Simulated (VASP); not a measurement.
# Si2Ni (Fm-3m) in VASP: a series of runs

Runs on Si2Ni. Level: PBE. Tasks: relaxation of cell and atoms.

Everything below comes from runs of VASP 6.6.1. Logs are shortened: lines on timing, memory, paths and dates and some standing lists are left out, and cuts for length are marked.

## (1) The crystal as given

The structure is cubic, space group Fm-3m (No. 225). The conventional cell has a = 5.386 Å, b = 5.386 Å, c = 5.386 Å, α = 90.00°, β = 90.00°, γ = 90.00°. Si (site symmetry -43m) has 4 Ni at 2.33 Å as nearest neighbours. Ni (site symmetry m-3m) is surrounded by 8 Si at 2.33 Å.

The cell comes from a database or a generator and needn't be the stable form of this composition.

## (2) Relaxation of cell and atoms, PBE

The input, INCAR:

```
SYSTEM = Si2Ni
ALGO = Normal
EDIFF = 1E-6
EDIFFG = -0.005
ENCUT = 600
GGA = PE
IBRION = 2
ISIF = 3
ISMEAR = 1
KPAR = 2
LASPH = .True.
LCHARG = .False.
LREAL = .False.
LWAVE = .False.
NELM = 120
NSW = 80
PREC = Accurate
SIGMA = 0.1
```

The input, KPOINTS:

```
k-points
0
Gamma
  14 14 14
  0 0 0
```

The input, POSCAR:

```
Si2Ni
1.0
    0.0000000000      2.6931550000      2.6931550000
    2.6931550000      0.0000000000      2.6931550000
    2.6931550000      2.6931550000      0.0000000000
Si Ni
2 1
Direct
    0.2500000000      0.2500000000      0.2500000000
    0.7500000000      0.7500000000      0.7500000000
    0.0000000000      0.0000000000      0.0000000000
```

Potentials or basis: VASP PAW PBE potentials, release 64 (Si, Ni).

The run is started by

```bash
$ cat potpaw_PBE.64/Si/POTCAR potpaw_PBE.64/Ni/POTCAR > POTCAR
$ mpirun -np 2 vasp_std > vasp.out
```

OUTCAR:

```text
SYSTEM = Si2Ni
   EDIFF = 1E-6
   EDIFFG = -0.005
   ENCUT = 600
   GGA = PE
   IBRION = 2
   ISIF = 3
   ISMEAR = 1
   LASPH = .True.
   LREAL = .False.
   NELM = 120
   NSW = 80
   PREC = Accurate

 ion  position               nearest neighbor table
   1  0.250  0.250  0.250-   3 2.33   3 2.33   3 2.33   3 2.33   2 2.69   2 2.69   2 2.69   2 2.69
                             2 2.69   2 2.69
   2  0.750  0.750  0.750-   3 2.33   3 2.33   3 2.33   3 2.33   1 2.69   1 2.69   1 2.69   1 2.69
                             1 2.69   1 2.69
   3  0.000  0.000  0.000-   2 2.33   2 2.33   2 2.33   1 2.33   1 2.33   1 2.33   2 2.33   1 2.33

  LATTYP: Found a face centered cubic cell.
 ALAT       =     5.3863100000

  Lattice vectors:

 A1 = (   0.0000000000,   2.6931550000,   2.6931550000)
 A2 = (   2.6931550000,   0.0000000000,   2.6931550000)
 A3 = (   2.6931550000,   2.6931550000,   0.0000000000)

Analysis of symmetry for initial positions (statically):
=====================================================================
 Subroutine PRICEL returns:
 Original cell was already a primitive cell.

 Routine SETGRP: Setting up the symmetry group for a
 face centered cubic supercell.

 Subroutine GETGRP returns: Found 48 space group operations
 (whereof 48 operations were pure point group operations)
 out of a pool of 48 trial point group operations.

The static configuration has the point symmetry O_h .

Analysis of symmetry for dynamics (positions and initial velocities):
=====================================================================
 Subroutine PRICEL returns:
 Original cell was already a primitive cell.

 Routine SETGRP: Setting up the symmetry group for a
 face centered cubic supercell.

 Subroutine GETGRP returns: Found 48 space group operations
 (whereof 48 operations were pure point group operations)
 out of a pool of 48 trial point group operations.

The dynamic configuration has the point symmetry O_h .

 Subroutine INISYM returns: Found 48 space group operations
 (whereof 48 operations are pure point group operations),
 and found     1 'primitive' translations

----------------------------------------------------------------------------------------

                                     Primitive cell

  volume of cell :      39.0674

  direct lattice vectors                    reciprocal lattice vectors
     0.000000000  2.693155000  2.693155000    -0.185655857  0.185655857  0.185655857
     2.693155000  0.000000000  2.693155000     0.185655857 -0.185655857  0.185655857
     2.693155000  2.693155000  0.000000000     0.185655857  0.185655857 -0.185655857

  length of vectors
     3.808696327  3.808696327  3.808696327     0.321565377  0.321565377  0.321565377

  position of ions in fractional coordinates (direct lattice)
     0.250000000  0.250000000  0.250000000
     0.750000000  0.750000000  0.750000000
     0.000000000  0.000000000  0.000000000

  ion indices of the primitive-cell ions
   primitive index   ion index
                 1           1
                 2           2
                 3           3

----------------------------------------------------------------------------------------

 KPOINTS: k-points

Automatic generation of k-mesh.
 Grid dimensions read from file:
 generate k-points for:   14   14   14

 Generating k-lattice:

  Cartesian coordinates                     Fractional coordinates (reciprocal lattice)
    -0.013261133  0.013261133  0.013261133     0.071428571  0.000000000  0.000000000
     0.013261133 -0.013261133  0.013261133     0.000000000  0.071428571  0.000000000
     0.013261133  0.013261133 -0.013261133     0.000000000  0.000000000  0.071428571

  Length of vectors
     0.022968956  0.022968956  0.022968956

  Shift w.r.t. Gamma in fractional coordinates (k-lattice)
     0.000000000  0.000000000  0.000000000

 Subroutine IBZKPT returns following result:
 ===========================================

 Found    104 irreducible k-points:

 Following reciprocal coordinates:
            Coordinates               Weight
  0.000000  0.000000  0.000000      1.000000
  0.071429  0.000000  0.000000      8.000000
  0.142857  0.000000  0.000000      8.000000
  0.214286  0.000000  0.000000      8.000000
  0.285714  0.000000  0.000000      8.000000
  0.357143  0.000000  0.000000      8.000000
[... 16 lines left out ...]
  0.214286  0.142857  0.000000     24.000000
  0.285714  0.142857  0.000000     24.000000
 [... further k-points ...]
   k-points           NKPTS =    104   k-points in BZ     NKDIM =    104   number of bands    NBANDS=     13
   number of dos      NEDOS =    301   number of ions     NIONS =      3
   total plane-waves  NPLWV =  27000
   dimension x,y,z NGX =    30 NGY =   30 NGZ =   30
   dimension x,y,z NGXF=    60 NGYF=   60 NGZF=   60
   ions per type =               2   1
   NGX,Y,Z   is equivalent  to a cutoff of  13.09, 13.09, 13.09 a.u.
   NGXF,Y,Z  is equivalent  to a cutoff of  26.19, 26.19, 26.19 a.u.
 SYSTEM =  Si2Ni
   PREC   = accura    normal or accurate (medium, high low for compatibility)
   ISTART =      0    job   : 0-new  1-cont  2-samecut
   ICHARG =      2    charge: 1-file 2-atom 10-const
   ISPIN  =      1    spin polarized calculation?
   LNONCOLLINEAR =      F non collinear calculations
   LSORBIT =      F    spin-orbit coupling
   LASPH  =      T    aspherical Exc in radial PAW
   ENCUT  =  600.0 eV  44.10 Ry    6.64 a.u.   7.61  7.61  7.61*2*pi/ulx,y,z
   NELM   =    120;   NELMIN=  2; NELMDL= -5     # of ELM steps
   EDIFF  = 0.1E-05   stopping-criterion for ELM
   LREAL  =      F    real-space projection
   EDIFFG = -.5E-02   stopping-criterion for IOM
   NSW    =     80    number of steps for IOM
   IBRION =      2    ionic relax: 0-MD 1-quasi-New 2-CG
   NFREE  =      1    steps in history (QN), initial steepest desc. (CG)
   ISIF   =      3    stress and relaxation
   ISYM   =      2    0-nonsym 1-usesym 2-fastsym
   POTIM  = 0.5000    time-step for ionic-motion
   TEBEG  =    0.0;   TEEND  =   0.0 temperature during run
   PSTRESS=    0.0 pullay stress
   NELECT =      18.0000    total number of electrons
   NUPDOWN=      -1.0000    fix difference up-down
   EMIN   =  10.00;   EMAX   =-10.00  energy-range for DOS
   EFERMI =   0.00;   METHOD = LEGACY
   ISMEAR =     1;   SIGMA  =   0.10  broadening in eV -4-tet -1-fermi 0-gaus
   EFERMI_NEDOS =   21; number of points for ismear=-14 and -15
   IALGO  =     38    algorithm
   IMIX   =      4    mixing-type and parameters
     AMIX     =   0.40;   BMIX     =  1.00
     AMIX_MAG =   1.60;   BMIX_MAG =  1.00
  volume/ion in A,a.u.               =      13.02        87.88
  Fermi-wavevector in a.u.,A,eV,Ry     =   1.264429  2.389424 21.752719  1.598780
  Thomas-Fermi vector in A             =   2.397734
   LORBIT       =      0    0 simple, 1 ext, 2 COOP (PROOUT), +10 PAW based schemes
   GGA     = PE    functional components
   LHFCALC =     F    Hartree Fock is set to
   AEXX    =    0.0000 exact exchange contribution
   IVDW    =     0    specifies the selected vdW correction
   LEPSILON=     F    determine dielectric tensor
   LRPA    =     F    only Hartree local field effects (RPA)
 conjugate gradient relaxation of ions
 non-spin polarized calculation
 Methfessel and Paxton  Order N= 1 SIGMA  =   0.10
  energy-cutoff  :      600.00
  volume of cell :       39.07
 maximum number of plane-waves:      1323
   NGX = 15   NGY = 15   NGZ = 15

--------------------------------------- Ionic step        1  -------------------------------------------

 number of electron      17.9999991 magnetization

 Free energy of the ion-electron system (eV)
  ---------------------------------------------------
  ext. energy  EPLUGINS =         0.00000000
  ---------------------------------------------------
  free energy    TOTEN  =       -17.34885873 eV

  energy without entropy =      -17.34899565  energy(sigma->0) =      -17.34890437

------------------------ aborting loop because EDIFF is reached ----------------------------------------

  FORCE on cell =-STRESS in cart. coord.  units (eV):
  Direction    XX          YY          ZZ          XY          YZ          ZX
  --------------------------------------------------------------------------------------
  -------------------------------------------------------------------------------------
  Total        1.2203837      1.2203837      1.2203837      0.0000000      0.0000000      0.0000000
  in kB       50.0487162     50.0487162     50.0487162      0.0000000      0.0000000      0.0000000
  external PRESSURE =      50.0487162 kB  Pullay stress =       0.0000000 kB
[... 22 lines left out ...]
  energy  without entropy=      -17.3489956463  energy(sigma->0) =      -17.34890437

--------------------------------------- Ionic step        2  -------------------------------------------

 number of electron      18.0000003 magnetization

 E-fermi :   9.7643     XC(G=0): -11.3703

 val. band max:        9.6643867432   @ k =   0.4286   0.2857   0.0000
 cond. band min:       9.7668536103   @ k =  -0.4286   0.4286   0.0714
 fundamental gap:      0.1024668670
 Fermi energy:         9.7642959825

 k-point     1 :       0.0000    0.0000    0.0000
  band No.  band energies     occupation
      1      -3.6416      2.00000
      2       4.8719      2.00000
      3       4.8719      2.00000
      4       4.8719      2.00000
      5       6.5162      2.00000
      6       6.5162      2.00000
      7       9.1038      2.00000
      8      11.4079     -0.00000
      9      11.4079     -0.00000
     10      11.4079     -0.00000
     11      12.1263      0.00000
     12      12.1263      0.00000
     13      12.1263      0.00000
[... 550 lines left out ...]
  energy  without entropy=      -17.3695582294  energy(sigma->0) =      -17.36962708

--------------------------------------- Ionic step        7  -------------------------------------------

 number of electron      17.9999992 magnetization

 Free energy of the ion-electron system (eV)
  ---------------------------------------------------
  ext. energy  EPLUGINS =         0.00000000
  ---------------------------------------------------
  free energy    TOTEN  =       -17.36965350 eV

  energy without entropy =      -17.36954658  energy(sigma->0) =      -17.36961786

 E-fermi :  10.1491     XC(G=0): -11.4805

 val. band max:       10.0488852215   @ k =   0.4286   0.2857   0.0000
 cond. band min:      10.1504801121   @ k =  -0.4286   0.4286   0.0714
 fundamental gap:      0.1015948906
 Fermi energy:        10.1490943107

 k-point     1 :       0.0000    0.0000    0.0000
  band No.  band energies     occupation
      1      -3.5191      2.00000
      2       5.0676      2.00000
      3       5.0676      2.00000
      4       5.0676      2.00000
      5       6.7384      2.00000
      6       6.7384      2.00000
      7       9.6347      2.00000
      8      11.7883     -0.00000
      9      11.7883     -0.00000
     10      11.7883     -0.00000
     11      12.4373      0.00000
     12      12.4373      0.00000
     13      12.4373      0.00000
[... 398 lines left out ...]
  FREE ENERGIE OF THE ION-ELECTRON SYSTEM (eV)
  ---------------------------------------------------
  free  energy   TOTEN  =       -17.3696535002 eV

  energy  without entropy=      -17.3695465785  energy(sigma->0) =      -17.36961786

 reached required accuracy - stopping structural energy minimisation
```

It took 2.8 min on 2 MPI ranks of Intel Xeon Platinum 8259CL at 2.50GHz (Skylake/Cascade Lake), shared host; peak memory 0.21 GiB.

What came out:

```yaml
Free_energy: -17.3697 eV
Relaxed_volume: 13.47 Å³/atom
Relaxed_cell: a = 3.852 Å, b = 3.852 Å, c = 3.852 Å, α = 60.00°, β = 60.00°, γ = 60.00°
Space_group_after_relaxing_to_0.05_Å: Fm-3m (No. 225)
Energy_gained_by_relaxing: 6.9 meV/atom
Ionic_steps: 7
Pressure_after_relaxing: -0.1 GPa
Band_gap_on_the_k_mesh: none (metal or under the smearing width)
```

The path:
| step | energy change (eV) | largest force (eV/Å) | pressure (GPa) | volume (Å³) |
| --- | --- | --- | --- | --- |
| 1 | 0.0000 | 0.0000 | 5.00 | 39.07 |
| 2 | -0.0097 | 0.0000 | -3.48 | 41.41 |
| 3 | -0.0208 | 0.0000 | 0.14 | 40.41 |
| 4 | -0.0208 | 0.0000 | -0.16 | 40.45 |
| 5 | -0.0208 | 0.0000 | 0.10 | 40.38 |
| 6 | -0.0208 | 0.0000 | 0.14 | 40.39 |
| 7 | -0.0208 | 0.0000 | -0.06 | 40.42 |

Final structure:
```yaml
crystal:
  lattice:
    - [0.00000, 2.72391, 2.72391]
    - [2.72391, 0.00000, 2.72391]
    - [2.72391, 2.72391, 0.00000]
  atoms:
    - { symbol: Si, position: [0.25000, 0.25000, 0.25000] }
    - { symbol: Si, position: [0.75000, 0.75000, 0.75000] }
    - { symbol: Ni, position: [0.00000, 0.00000, 0.00000] }
```

## (3) Relaxation of cell and atoms, PBE

This run uses another cell than the first one, of 13.47 Å³/atom, 1.035 times its volume.

INCAR is that of step 2.

KPOINTS is that of step 2.

The input, POSCAR:

```
Si2Ni                                   
1.0
    0.0000000000      2.7239058468      2.7239058468
    2.7239058468      0.0000000000      2.7239058468
    2.7239058468      2.7239058468      0.0000000000
  Si              Ni            
     2     1
Direct
     0.2500000000000000    0.2500000000000000    0.2500000000000000
     0.7500000000000000    0.7500000000000000    0.7500000000000000
     0.0000000000000000    0.0000000000000000    0.0000000000000000
```

Potentials or basis: VASP PAW PBE potentials, release 64 (Si, Ni).

The run is started by

```bash
$ cat potpaw_PBE.64/Si/POTCAR potpaw_PBE.64/Ni/POTCAR > POTCAR
$ mpirun -np 2 vasp_std > vasp.out
```

Wall time 46 s (2 MPI ranks of Intel Xeon Platinum 8259CL at 2.50GHz (Skylake/Cascade Lake), shared host); peak memory 0.22 GiB.

The run converged. Its results:

* Free energy: -17.3699 eV
* Relaxed volume: 13.46 Å³/atom
* Relaxed cell: a = 3.851 Å, b = 3.851 Å, c = 3.851 Å, α = 60.00°, β = 60.00°, γ = 60.00°
* Space group after relaxing (to 0.05 Å): Fm-3m (No. 225)
* Energy gained by relaxing: 0.0 meV/atom
* Ionic steps: 3
* Pressure after relaxing: 0.0 GPa
* Band gap on the k mesh: none (metal or under the smearing width)

Final structure:
```cif
data_structure
_symmetry_space_group_name_H-M 'P 1'
_symmetry_Int_Tables_number 1
_cell_length_a 3.8510
_cell_length_b 3.8510
_cell_length_c 3.8510
_cell_angle_alpha 60.000
_cell_angle_beta 60.000
_cell_angle_gamma 60.000
_cell_volume 40.38
loop_
_atom_site_label
_atom_site_type_symbol
_atom_site_fract_x
_atom_site_fract_y
_atom_site_fract_z
_atom_site_occupancy
Si1 Si 0.25000 0.25000 0.25000 1
Si2 Si 0.75000 0.75000 0.75000 1
Ni1 Ni 0.00000 0.00000 0.00000 1
```

Levels at points of the mesh, in eV from the Fermi level:
```
           k point  band 6  band 7  band 8  band 9  band 10  band 11  band 12  band 13
(0.00, 0.00, 0.00)   -3.42   -0.51    1.64    1.64     1.64     2.29     2.29     2.29
(0.50, 0.00, 0.00)   -3.24   -3.24   -1.42   -1.42     1.72     1.76     1.76     2.45
(0.50, 0.50, 0.00)   -3.51   -3.51   -3.35   -3.03    -0.48     1.43     7.71     8.10
```

Spin polarisation is off, so any magnetic state and its effect on volume and gap are missing.
